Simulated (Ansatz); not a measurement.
The system is CuO (Tenorite).

```xyz
4
Lattice="2.3447 -1.7134 0.0000 2.3447 1.7134 0.0000 -0.8606 0.0000 5.0594" Properties=species:S:1:pos:R:3 pbc="T T T"
Cu    0.7420   -0.8457    2.5297
Cu    1.1723    0.8457    0.0000
O     1.6421    0.2841    3.8133
O     2.0724   -0.2841    1.2836
```

```yaml
Program: Ansatz 0.2.0
Task: relaxation of cell and atoms
Functional: PBE
Potentials_or_basis: Ansatz PAW
Cutoff: "420 eV (not typed: the program's choice for these potentials)"
k_mesh: 10 × 10 × 5
Occupations: fermi-dirac, width 0.05 eV
Spin: no spin polarisation
```

At the start: volume 10.16 Å³/atom.

Where does the relaxation end?

It ends after 22 steps and the volume is 11.20 Å³/atom (+10.2 %); space group P4_2/mmc (No. 131, to 0.05 Å).

The path:
| step | energy change (eV) | largest force (eV/Å) | volume (Å³) |
| --- | --- | --- | --- |
| 1 | 0.0000 | 0.7586 | 40.65 |
| 2 | -0.0683 | 0.5764 | 41.96 |
| 3 | -0.1282 | 0.2782 | 42.48 |
| 4 | -0.1546 | 0.0638 | 43.93 |
| 5 | -0.1618 | 0.0062 | 43.55 |
| 6 | -0.1622 | 0.0015 | 43.66 |
| 7 | -0.1622 | 0.0002 | 43.65 |
| 8 | -0.2094 | 0.0019 | 43.65 |
| 9 | -0.2286 | 0.0032 | 44.18 |
| 10 | -0.2335 | 0.0163 | 44.77 |
| 11 | -0.2352 | 0.0019 | 44.55 |
| 12 | -0.2349 | 0.0002 | 44.61 |
| 13 | -0.2350 | 0.0002 | 44.60 |
| 14 | -0.2483 | 0.0020 | 44.60 |
| 15 | -0.2516 | 0.0006 | 44.73 |
| 16 | -0.2520 | 0.0003 | 44.77 |
| 17 | -0.2520 | 0.0002 | 44.78 |
| 18 | -0.2540 | 0.0000 | 44.78 |
| 19 | -0.2544 | 0.0004 | 44.79 |
| 20 | -0.2546 | 0.0004 | 44.79 |
| 21 | -0.2546 | 0.0004 | 44.81 |
| 22 | -0.2547 | 0.0005 | 44.81 |

Final structure:
```xyz
4
Lattice="2.0821 -2.0833 0.1650 2.0821 2.0833 0.1650 -0.4081 0.0000 5.1324" Properties=species:S:1:pos:R:3 pbc="T T T"
Cu    0.8123   -1.0416    2.6563
Cu    1.0163    1.0416    0.0901
O     1.7514    0.0002    4.0219
O     1.9554   -0.0002    1.4557
```

Caveat: the plane-wave basis is chosen anew once the cell has moved, so the energies of steps on either side of that aren't comparable; the pressure holds a Pulay correction of +0.6 GPa for the finite cutoff; the run has no spin polarisation, though such a crystal can be magnetic.
